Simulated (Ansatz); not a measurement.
Wanted: the native input for an Ansatz 0.2.0 run.

```yaml
Task: single point
Functional: PBE0
Potentials_or_basis: Ansatz PAW
Cutoff: "420 eV (not typed: the program's choice for these potentials)"
k_mesh: 6 × 6 × 6
Occupations: fermi-dirac, width 0.05 eV
Spin: no spin polarisation
```

PbS:

```
Pb S
1.0
     4.08970    0.00000    0.00000
    -2.04485    3.54178    0.00000
     0.00000    0.00000    3.78817
Pb S
1 1
Cartesian
  0.0000 0.0000 0.0000
  2.0448 1.1806 1.8941
```

Measurements of this composition are mostly on another form, of space group No. 225.

These files were run (other wordings do the same):

input

```
crystal:
  lattice:
    - [4.0896976867, 0.0, 0.0]
    - [-2.0448488433, 3.5417820905, 0.0]
    - [0.0, 0.0, 3.788167]
  atoms:
    - { symbol: Pb, position: [0.0, 0.0, 0.0] }
    - { symbol: S, position: [0.6666666667, 0.3333333333, 0.5] }
hamiltonian:
  xc: pbe0
  pseudopotentials: { kind: paw }
kpoints:
  mp_grid: { grid: [6, 6, 6] }
scf:
  occupations: { method: fermi_dirac, width: 0.05 }
output:
  forces: true
  stress: true
  eigenvalues: true
```

Results of the run:

```json
{"Pressure": "-1.1 GPa", "Band gap on the k mesh": "0.48 eV, indirect (least direct gap 1.90 eV)"}
```

Caveat: spin-orbit coupling is left out, which as a rule narrows the gap of such compounds by several tenths of an eV; the PAW data sets come from PBE, with cores solved anew for the run's functional, which leaves a small shift of forces and pressure; the thresholds are loose for stress.

Run time: 38 s on 1 × NVIDIA H100 80GB HBM3 with 2 threads of AMD EPYC 7R13 Processor (Zen 3), with other jobs on the host, peak memory 2.5 GiB.
